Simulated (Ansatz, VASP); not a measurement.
## One calculation of Ga, two programs

```xyz
1
Lattice="2.1117 0.0000 0.0000 0.0000 2.1117 0.0000 0.0000 0.0000 2.1117" Properties=species:S:1:pos:R:3 pbc="T T T"
Ga    0.0000    0.0000    0.0000
```

Change from the starting cell: volume scaled by 0.5, LAPW.

Alike in both runs: task single point; functional PBEsol; k mesh 15 × 15 × 15; occupations fermi-dirac, width 0.1 eV; no spin polarisation.

```csv
,VASP,Ansatz
version,VASP 6.6.1,Ansatz 0.2.0
potentials or method,"VASP PAW PBE potentials, release 64 (Ga_d), cutoff 520 eV","all-electron LAPW, scalar-relativistic"
```

VASP gave:

```
pressure (GPa) : 212.2
```

**Question.** Estimate Ansatz's values.

**Answer.** Pressure (GPa): 210.7.

Ansatz ran all-electron here, so the differences hold the error of VASP's frozen core and of both bases.

Caveats: the cell as given lies far from equilibrium; so large a pressure means that the cell lies far from this level's equilibrium, or that cutoff or potentials fall short (VASP); the potentials were made for another functional, which shifts forces and pressure (VASP).
